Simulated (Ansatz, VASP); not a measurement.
# Na: VASP beside Ansatz

```
CELL_PARAMETERS angstrom
3.76700 0.00000 0.00000
-1.88350 3.26232 0.00000
0.00000 0.00000 6.03092
ATOMIC_POSITIONS crystal
Na 0.33333 0.66667 0.25000
Na 0.66667 0.33333 0.75000
```

Change from the starting cell: zz strain of -2 %, crystal datasets.

Alike in both runs: task electric field gradients; functional PBE; k mesh 13 × 13 × 7; occupations fermi-dirac, width 0.05 eV; no spin polarisation.

|  | VASP | Ansatz |
| --- | --- | --- |
| version | VASP 6.6.1 | Ansatz 0.2.0 |
| potentials or method | VASP PAW PBE potentials, release 64 (Na_pv), cutoff 520 eV | all-electron PAW with datasets made for the crystal, scalar-relativistic |

```tsv
	VASP	Ansatz	Ansatz less VASP
pressure (GPa)	0.0	0.0	+0.01
largest component of the traceless stress (GPa)	0.19	0.19	0.000
Vzz of the field gradient on the site that differs most (V/Å²)	0.0	0.0	+0.01
```

Ansatz ran all-electron here, so the differences hold the error of VASP's frozen core and of both bases.
